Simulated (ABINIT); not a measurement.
The system is SnO.

```
Sn O
1.0
     3.13193    0.00000    0.00000
     0.00000    3.13193    0.00000
     0.00000    0.00000    3.13193
Sn O
1 1
Direct
  0.00000 0.00000 0.00000
  0.50000 0.50000 0.50000
```

The cell was built by a generator and needn't be a form met in nature.

```yaml
Program: ABINIT 10.8.3 (patched build)
Task: single point
Functional: PBE
Potentials_or_basis: JTH PAW PBE v2.0
Cutoff: 626 eV
k_mesh: 9 × 9 × 9
Occupations: fermi-dirac, width 0.05 eV
Spin: no spin polarisation
```

On this cell: pressure -0.2 GPa; largest force zero by symmetry; band gap on the k mesh 0.47 eV, indirect (least direct gap 0.91 eV).

The same run follows on a disturbed copy (atoms moved at random, drawn with an rms of 0.05 Å):

```
Sn O
1.0
     3.13193    0.00000    0.00000
     0.00000    3.13193    0.00000
     0.00000    0.00000    3.13193
Sn O
1 1
Direct
  0.01028 0.99187 0.99583
  0.49555 0.51364 0.50290
```

Q: What changes?

A: The energy moves by -6.6 meV/atom; pressure -0.2 GPa; largest force 0.312 eV/Å; band gap on the k mesh 0.47 eV, indirect (least direct gap 0.91 eV).

Forces in eV/Å, atoms in the order of the input:
```
Sn   0.168 -0.249 -0.085
O   -0.168  0.249  0.085
```

Stress tensor (GPa, compression positive):
```
-0.25  0.05  0.02
 0.05 -0.14 -0.02
 0.02 -0.02 -0.20
```

The energy falls, though the first cell shows no forces: that form is unstable against this distortion, unless noise or another electronic state is at work.

Caveats: spin-orbit coupling is left out, which moves the levels of the heavy elements; an odd mesh through Γ misses points on the zone boundary, where band edges often lie.
